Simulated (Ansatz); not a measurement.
# Dielectric response of NaH (110) films, part 4 of 5

Aim: the electronic and static ε of rocksalt NaH (110) from films of three thicknesses in a field.

Ansatz 0.2.0; plane-wave DFT, PBEsol, Ansatz PAW (the session's first sound run).

So far. Step 14 (Response with the atoms held, 16 atoms, units 8): The induced dipole is that of a conductor 10.12 Å thick. Step 15 (Relaxing the film, 24 atoms, units 12): The gap is 2.88 eV, with the valence edge 4.12 eV and the conduction edge 1.25 eV under the upper vacuum level.

**17. Single point on the relaxed film, 24 atoms, units 12**

The next thickness, treated alike, so that differences show the interior and the faces cancel.

input.yaml reads:

```yaml
crystal:
  lattice:
    - [3.45068109, 0.0, 0.0]
    - [0.0, 4.88, 0.0]
    - [0.0, 0.0, 36.978746007]
  atoms:
    - { symbol: Na, position: [0.5, 0.5, 0.253645548] }
    - { symbol: H, position: [0.5, 0.0, 0.2520147834] }
    - { symbol: Na, position: [0.0, 0.0, 0.2931394631] }
    - { symbol: H, position: [0.0, 0.5, 0.2943394099] }
    - { symbol: Na, position: [0.5, 0.5, 0.3413815251] }
    - { symbol: H, position: [0.5, 0.0, 0.340774636] }
    - { symbol: Na, position: [0.0, 0.0, 0.385870091] }
    - { symbol: H, position: [0.0, 0.5, 0.3862020889] }
    - { symbol: Na, position: [0.5, 0.5, 0.4318598496] }
    - { symbol: H, position: [0.5, 0.0, 0.4316753398] }
    - { symbol: Na, position: [0.0, 0.0, 0.4771576773] }
    - { symbol: H, position: [0.0, 0.5, 0.4772713299] }
    - { symbol: Na, position: [0.5, 0.5, 0.5228423226] }
    - { symbol: H, position: [0.5, 0.0, 0.5227286721] }
    - { symbol: Na, position: [0.0, 0.0, 0.5681401503] }
    - { symbol: H, position: [0.0, 0.5, 0.5683246605] }
    - { symbol: Na, position: [0.5, 0.5, 0.6141299091] }
    - { symbol: H, position: [0.5, 0.0, 0.6137979104] }
    - { symbol: Na, position: [0.0, 0.0, 0.6586184752] }
    - { symbol: H, position: [0.0, 0.5, 0.6592253628] }
    - { symbol: Na, position: [0.5, 0.5, 0.7068605369] }
    - { symbol: H, position: [0.5, 0.0, 0.7056605895] }
    - { symbol: Na, position: [0.0, 0.0, 0.7463544519] }
    - { symbol: H, position: [0.0, 0.5, 0.7479852167] }
kpoints:
  mp_grid: { grid: [8, 6, 1] }
hamiltonian:
  xc: pbesol
scf:
  occupations: { method: fixed }
  convergence: { dr2_threshold: 1.0e-09 }
efield:
  axis: 3
  dipole_correction: true
  ramp_position: 0.97
  ramp_width: 0.06
output:
  eigenvalues: true
  dos: { projected: true, e_range: [-7, 7] }
  write_potential: true
  write_density: true
  volumetric_format: npy
checkpoint:
  write: end12.run
  compress: false
  write_wavefunctions: false
```

Run with:

```sh
ansatz run input.yaml --threads 4 --pin off --max-ram 6144MiB --backend cpu --events-out ev --progress --plain --runs-dir out
```

Numbers of over 12 decimals in the logs are rounded to 6 here.

What it wrote:

```text
[...]
Crystal: 24 atoms, lattice volume = 622.697 Å³
Basis set: ecut = 420 eV, 12069 PW (Γ)
Bands: 84, of which v1, the nominal top of the filled ones, is band 60 counted from 1 (59 counted from 0)
Symmetry: 4 space group operations
k-points: 20 of 48
[...]
k-point 1: bands = [... 56 lower, -2.0370, -1.9672, -1.8761, -1.8320, 1.9135, 1.9180, 3.0441, 3.1038, ... 20 higher]
  k-point 2: bands = [... 56 lower, -2.5389, -2.3813, -2.1394, -2.1132, 1.7196, 1.7345, 2.5978, 2.6097, ... 20 higher]
  k-point 19: bands = [... 56 lower, -1.6583, -1.6583, -1.2462, -1.2462, 2.0128, 2.0128, 2.2434, 2.2434, ... 20 higher]
[key lines of the parts left out:]
SCF converged after 8 iterations
Free energy (F): -17901.865995 eV
Fermi energy:    -1.246199 eV
Dipole field:    D = 0.000000 V/Å  (p = 0.000000 e·Å, saw-weighted, corrected)
Work function:   Φ+ = 4.1217 eV   Φ− = 4.1217 eV
```

Run time: 21 s. Hardware: 4 threads of Intel Xeon Platinum 8488C (Sapphire Rapids), shared host; peak memory 1.9 GiB.

Running mean over 1.725 Å of the planar mean; the ramp of the sawtooth is left out. The electron's electrostatic potential energy less the highest filled level by z:

| z (Å) | electron's electrostatic potential energy less the highest filled level (eV) |
| --- | --- |
| 4 | 4.12 |
| 5 | 4.12 |
| 6 | 4.12 |
| 7 | 4.06 |
| 8 | 3.51 |
| 9 | 0.383 |
| 10 | -0.919 |
| 11 | -0.0917 |
| 12 | 0.120 |
| 13 | -0.160 |
| 14 | -0.137 |
| 15 | -0.130 |
| 16 | -0.0609 |
| 17 | -0.194 |
| 18 | -0.0917 |
| 19 | -0.0886 |
| 20 | -0.198 |
| 21 | -0.0592 |
| 22 | -0.128 |
| 23 | -0.144 |
| 24 | -0.151 |
| 25 | 0.126 |
| 26 | -0.101 |
| 27 | -0.901 |
| 28 | 0.427 |
| 29 | 3.54 |
| 30 | 4.07 |
| 31 | 4.12 |
| 32 | 4.12 |
| 33 | 4.12 |

The gap is 2.88 eV, with the valence edge 4.12 eV and the conduction edge 1.25 eV under the upper vacuum level.

**18. Atoms held, 24 atoms, units 12, field 0.05 V/Å**

Changes to input.yaml since step 17:

```diff
@@ -36,3 +36,3 @@
   occupations: { method: fixed }
-  convergence: { dr2_threshold: 1.0e-09 }
+  convergence: { dr2_threshold: 1.0e-10 }
 efield:
@@ -42,5 +42,4 @@
   ramp_width: 0.06
+  amplitude: 0.05
 output:
-  eigenvalues: true
-  dos: { projected: true, e_range: [-7, 7] }
   write_potential: true
@@ -48,5 +47 @@
   volumetric_format: npy
-checkpoint:
-  write: end12.run
-  compress: false
-  write_wavefunctions: false
```

What it wrote:

```text
[...]
Crystal: 24 atoms, lattice volume = 622.697 Å³
Basis set: ecut = 420 eV, 12069 PW (Γ)
Bands: 84, of which v1, the nominal top of the filled ones, is band 60 counted from 1 (59 counted from 0)
Symmetry: 4 space group operations
k-points: 20 of 48
[...]
k-point 0: bands = [... 56 lower, -1.7921, -1.7213, -1.6638, -1.5329, 1.7978, 2.2243, 2.8083, 2.8299, ... 20 higher]
  k-point 1: bands = [... 56 lower, -2.0381, -1.9665, -1.9317, -1.7359, 1.7238, 2.1019, 2.8513, 3.1291, ... 20 higher]
  k-point 2: bands = [... 56 lower, -2.5372, -2.3719, -2.2331, -2.0089, 1.5672, 1.8823, 2.5749, 2.6130, ... 20 higher]
  k-point 19: bands = [... 56 lower, -1.6486, -1.6470, -1.3725, -1.1170, 1.9787, 2.0155, 2.2412, 2.2539, ... 20 higher]
[key lines of the parts left out:]
SCF converged after 11 iterations
Free energy (F): -17901.867712 eV
Fermi energy:    -1.116982 eV
Dipole field:    D = 0.019968 V/Å  (p = 0.068715 e·Å, saw-weighted, corrected)
```

Elapsed: 24 s, on 4 threads; peak memory 1.9 GiB.

The dipole is 0.0687 e·Å, and the gap on the mesh 2.599 eV.

**19. Single point, 24 atoms, units 12, field -0.05 V/Å**

Changes to input.yaml since step 18:

```diff
@@ -42,3 +42,3 @@
   ramp_width: 0.06
-  amplitude: 0.05
+  amplitude: -0.05
 output:
```

What it wrote:

```text
[...]
Crystal: 24 atoms, lattice volume = 622.697 Å³
Basis set: ecut = 420 eV, 12069 PW (Γ)
Bands: 84, of which v1, the nominal top of the filled ones, is band 60 counted from 1 (59 counted from 0)
Symmetry: 4 space group operations
k-points: 20 of 48
[...]
k-point 0: bands = [... 56 lower, -1.7921, -1.7213, -1.6638, -1.5329, 1.7978, 2.2243, 2.8083, 2.8299, ... 20 higher]
  k-point 1: bands = [... 56 lower, -2.0381, -1.9665, -1.9317, -1.7359, 1.7238, 2.1019, 2.8513, 3.1291, ... 20 higher]
  k-point 2: bands = [... 56 lower, -2.5372, -2.3719, -2.2331, -2.0089, 1.5672, 1.8823, 2.5749, 2.6130, ... 20 higher]
  k-point 19: bands = [... 56 lower, -1.6486, -1.6470, -1.3725, -1.1170, 1.9787, 2.0155, 2.2412, 2.2539, ... 20 higher]
[key lines of the parts left out:]
SCF converged after 11 iterations
Free energy (F): -17901.867712 eV
Fermi energy:    -1.116983 eV
Dipole field:    D = -0.019968 V/Å  (p = -0.068715 e·Å, saw-weighted, corrected)
```

Wall time 24 s (4 threads); peak memory 1.9 GiB.

The dipole is -0.0687 e·Å, and the gap on the mesh 2.599 eV.

**20. Response with the atoms held, 24 atoms, units 12**

This step: plane-wave DFT, PBEsol, Ansatz PAW; response to a field along the normal, atoms held (Ansatz 0.2.0).

Local field over the applied field, running mean. From the potentials at -0.05 and 0.05 V/Å; running mean over 1.725 Å, taken twice. Table of local field over applied field by z:

| z (Å) | local field over applied field |
| --- | --- |
| 5 | 0.996 |
| 6 | 0.978 |
| 7 | 0.895 |
| 8 | 0.661 |
| 9 | 0.366 |
| 10 | 0.255 |
| 11 | 0.296 |
| 12 | 0.315 |
| 13 | 0.304 |
| 14 | 0.306 |
| 15 | 0.310 |
| 16 | 0.309 |
| 17 | 0.309 |
| 18 | 0.309 |
| 19 | 0.309 |
| 20 | 0.309 |
| 21 | 0.309 |
| 22 | 0.310 |
| 23 | 0.306 |
| 24 | 0.304 |
| 25 | 0.315 |
| 26 | 0.295 |
| 27 | 0.255 |
| 28 | 0.371 |
| 29 | 0.668 |
| 30 | 0.898 |
| 31 | 0.979 |
| 32 | 0.997 |

The induced dipole is that of a conductor 14.77 Å thick.

**21. Field on, atoms free, 24 atoms, units 12, field 0.05 V/Å**

This step: plane-wave DFT, PBEsol, Ansatz PAW (Ansatz 0.2.0).

The same pair of relaxations in the field for this thickness.

Changes to input.yaml since step 19:

```diff
@@ -42,3 +42,6 @@
   ramp_width: 0.06
-  amplitude: -0.05
+  amplitude: 0.05
+relax:
+  f_tol: 0.0006
+  max_steps: 70
 output:
```

What it wrote:

```text
[...]
Crystal: 24 atoms, lattice volume = 622.697 Å³
Basis set: ecut = 420 eV, 12069 PW (Γ), exchange–correlation on 48×72×500 points (8 copies of the dense FFT grid, shifted against one another)
Bands: 84, of which v1, the nominal top of the filled ones, is band 60 counted from 1 (59 counted from 0)
Symmetry: 4 space group operations
k-points: 20 of 48
[...]
- { symbol: H, position: [0.0, 0.500000, 0.568248] }
    - { symbol: Na, position: [0.5, 0.500000, 0.614188] }
    - { symbol: H, position: [0.5, 0.0, 0.613736] }
    - { symbol: Na, position: [0.0, 0.0, 0.658726] }
    - { symbol: H, position: [0.0, 0.500000, 0.659126] }
    - { symbol: Na, position: [0.5, 0.500000, 0.706890] }
    - { symbol: H, position: [0.5, 0.0, 0.705641] }
    - { symbol: Na, position: [0.0, 0.0, 0.746494] }
    - { symbol: H, position: [0.0, 0.500000, 0.747838] }
[key lines of the parts left out:]
SCF converged after 5 iterations
Free energy (F): -17901.868366 eV
Fermi energy:    -1.206073 eV
Dipole field:    D = 0.026246 V/Å  (p = 0.090319 e·Å, saw-weighted, corrected)
```

Run time: 49 s. Hardware: 4 threads; peak memory 1.6 GiB.

Relaxation path:

| step | energy less that of the first step (eV) | largest force component (eV/Å) |
| --- | --- | --- |
| 1 | 0.0000 | 0.0170 |
| 2 | 0.0012 | 0.0349 |
| 3 | -0.0005 | 0.0008 |
| 4 | -0.0005 | 0.0003 |

Relaxation step 2 was tried and not accepted.

The run keeps the 4 symmetry operations that it works with, so distortions that break them were not tested.

Final coordinates:

```xyz
24
Lattice="3.4507 0.0000 0.0000 0.0000 4.8800 0.0000 0.0000 0.0000 36.9787" Properties=species:S:1:pos:R:3
Na    1.7253    2.4400    9.3842
H     1.7253    0.0000    9.3138
Na    0.0000    0.0000   10.8409
H     0.0000    2.4400   10.8836
Na    1.7253    2.4400   12.6273
H     1.7253    0.0000   12.5976
Na    0.0000    0.0000   14.2713
H     0.0000    2.4400   14.2793
Na    1.7253    2.4400   15.9724
H     1.7253    0.0000   15.9598
Na    0.0000    0.0000   17.6472
H     0.0000    2.4400   17.6463
Na    1.7253    2.4400   19.3369
H     1.7253    0.0000   19.3271
Na    0.0000    0.0000   21.0123
H     0.0000    2.4400   21.0131
Na    1.7253    2.4400   22.7119
H     1.7253    0.0000   22.6952
Na    0.0000    0.0000   24.3588
H     0.0000    2.4400   24.3737
Na    1.7253    2.4400   26.1399
H     1.7253    0.0000   26.0937
Na    0.0000    0.0000   27.6044
H     0.0000    2.4400   27.6541
```

The relaxation took 4 steps and lowered the energy by 5.4e-4 eV; the largest force on the free atoms ends at 3.1e-4 eV/Å.

The dipole is 0.0903 e·Å, and the gap on the mesh 2.783 eV.

**22. Field on, atoms free, 24 atoms, units 12, field -0.05 V/Å**

The opposite sign, again from the field-free geometry; the difference of the two cancels what relaxes without a field.

Changes to input.yaml since step 21:

```diff
@@ -42,3 +42,3 @@
   ramp_width: 0.06
-  amplitude: 0.05
+  amplitude: -0.05
 relax:
```

What it wrote:

```text
[...]
Crystal: 24 atoms, lattice volume = 622.697 Å³
Basis set: ecut = 420 eV, 12069 PW (Γ), exchange–correlation on 48×72×500 points (8 copies of the dense FFT grid, shifted against one another)
Bands: 84, of which v1, the nominal top of the filled ones, is band 60 counted from 1 (59 counted from 0)
Symmetry: 4 space group operations
k-points: 20 of 48
[...]
- { symbol: H, position: [0.0, 0.500000, 0.568407] }
    - { symbol: Na, position: [0.5, 0.500000, 0.614067] }
    - { symbol: H, position: [0.5, 0.0, 0.613852] }
    - { symbol: Na, position: [0.0, 0.0, 0.658525] }
    - { symbol: H, position: [0.0, 0.500000, 0.659327] }
    - { symbol: Na, position: [0.5, 0.500000, 0.706834] }
    - { symbol: H, position: [0.5, 0.0, 0.705679] }
    - { symbol: Na, position: [0.0, 0.0, 0.746227] }
    - { symbol: H, position: [0.0, 0.500000, 0.748130] }
[key lines of the parts left out:]
SCF converged after 5 iterations
Free energy (F): -17901.868366 eV
Fermi energy:    -1.206075 eV
Dipole field:    D = -0.026246 V/Å  (p = -0.090318 e·Å, saw-weighted, corrected)
```

It took 52 s on 4 threads; peak memory 1.6 GiB; 3.4 min of CPU time.

Relaxation path:

| step | energy less that of the first step (eV) | largest force component (eV/Å) |
| --- | --- | --- |
| 1 | 0.0000 | 0.0170 |
| 2 | 0.0012 | 0.0349 |
| 3 | -0.0005 | 0.0008 |
| 4 | -0.0005 | 0.0003 |

Relaxation step 2 was tried and not accepted.

Forces are held to the 4 operations that the run works with; a distortion that breaks them can't arise in this run.

The relaxed structure:

```xyz
24
Lattice="3.4507 0.0000 0.0000 0.0000 4.8800 0.0000 0.0000 0.0000 36.9787" Properties=species:S:1:pos:R:3
Na    1.7253    2.4400    9.3743
H     1.7253    0.0000    9.3246
Na    0.0000    0.0000   10.8388
H     0.0000    2.4400   10.8850
Na    1.7253    2.4400   12.6199
H     1.7253    0.0000   12.6051
Na    0.0000    0.0000   14.2669
H     0.0000    2.4400   14.2836
Na    1.7253    2.4400   15.9664
H     1.7253    0.0000   15.9657
Na    0.0000    0.0000   17.6418
H     0.0000    2.4400   17.6516
Na    1.7253    2.4400   19.3316
H     1.7253    0.0000   19.3324
Na    0.0000    0.0000   21.0063
H     0.0000    2.4400   21.0190
Na    1.7253    2.4400   22.7074
H     1.7253    0.0000   22.6995
Na    0.0000    0.0000   24.3514
H     0.0000    2.4400   24.3811
Na    1.7253    2.4400   26.1378
H     1.7253    0.0000   26.0951
Na    0.0000    0.0000   27.5945
H     0.0000    2.4400   27.6649
```

The relaxation took 4 steps and lowered the energy by 5.4e-4 eV; the largest force on the free atoms ends at 3.1e-4 eV/Å.

The dipole is -0.0903 e·Å, and the gap on the mesh 2.783 eV.

**23. Response with the atoms relaxed, 24 atoms, units 12**

This step: plane-wave DFT, PBEsol, Ansatz PAW; response to a field along the normal, atoms relaxed (Ansatz 0.2.0).

This step gave:

```yaml
equivalent_conductor_thickness_p_eps_0ae: 19.41 Å
inner_field_over_outer_field: 0.1156
local_eps_in_the_middle: 8.648
```

Local field over the applied field, running mean. From the potentials at -0.05 and 0.05 V/Å; running mean over 1.725 Å, taken twice. The local field over applied field by z:

z (Å), local field over applied field and a bar from the least value:
```
        5      0.997 ##############################
        6      0.981 ##############################
        7      0.903 ###########################
        8      0.588 ###################
        9     -0.063 
       10     -0.062 
       11      0.310 ###########
       12      0.120 #####
       13     -0.025 #
       14      0.140 ######
       15      0.140 ######
       16      0.067 ####
       17      0.093 #####
       18      0.117 #####
       19      0.117 #####
       20      0.092 #####
       21      0.068 ####
       22      0.142 ######
       23      0.137 ######
       24     -0.028 #
       25      0.126 ######
       26      0.307 ###########
       27     -0.073 
       28     -0.050 #
       29      0.602 ###################
       30      0.905 ###########################
       31      0.981 ##############################
       32      0.997 ##############################
```

The induced dipole is that of a conductor 19.41 Å thick.

**24. Electronic ε from the series**

This step: plane-wave DFT, PBEsol, Ansatz PAW; permittivity from the thickness series, atoms held (Ansatz 0.2.0).

Each added layer adds t(1 − 1/ε) to the dipole term, so the slope against thickness gives ε without a choice of where the film ends.

Numbers from this step:

```yaml
slope: 0.6891
intercept_of_the_fit: 2.127 Å
eps_of_the_interior: 3.216
```

Equivalent conductor thickness against distance between the outer atoms:

| distance between the outer atoms (Å) | equivalent conductor thickness (Å) |
| --- | --- |
| 6.55 | 6.65 |
| 11.61 | 10.1 |
| 18.34 | 14.8 |

By hand, from the thinnest and the thickest film: slope = (14.768 − 6.648) / (18.340 − 6.555) = 0.689, so ε = 1/(1 − 0.689) = 3.22.

**25. Static ε from the series**

This step: plane-wave DFT, PBEsol, Ansatz PAW; permittivity from the thickness series, atoms relaxed (Ansatz 0.2.0).

The same fit for the relaxed films. The nearer its slope lies to 1, the more ε hangs on small errors.

This step gave:

| Property | Result |
| --- | --- |
| slope | 0.8912 |
| intercept of the fit | 3.066 Å |
| ε of the interior | 9.193 |

Table of equivalent conductor thickness by distance between the outer atoms:

| distance between the outer atoms (Å) | equivalent conductor thickness (Å) |
| --- | --- |
| 6.55 | 8.91 |
| 18.34 | 19.4 |

By hand, from the thinnest and the thickest film: slope = (19.411 − 8.907) / (18.340 − 6.555) = 0.891, so ε = 1/(1 − 0.891) = 9.20. One nm of such a film has the capacitance of 3.9/9.20 = 0.42 nm of SiO₂ (its equivalent oxide thickness).

(Continued in part 5 of 5.)

[Logs are printed without paths, hosts, clocks, repeated set-up lines and the standing remarks that a program may print on its own settings, such as how far it seeks lower states.]

[Hosts, paths, dates, database ids (printed as entryN), source tags and the programs' standing remarks are cut or masked in the printed files.]

[Maps of the electrostatic potential energy from Ansatz leave out the sawtooth potential of an applied field or a dipole correction, so their vacuum need not be flat; planar profiles and work functions include it.]
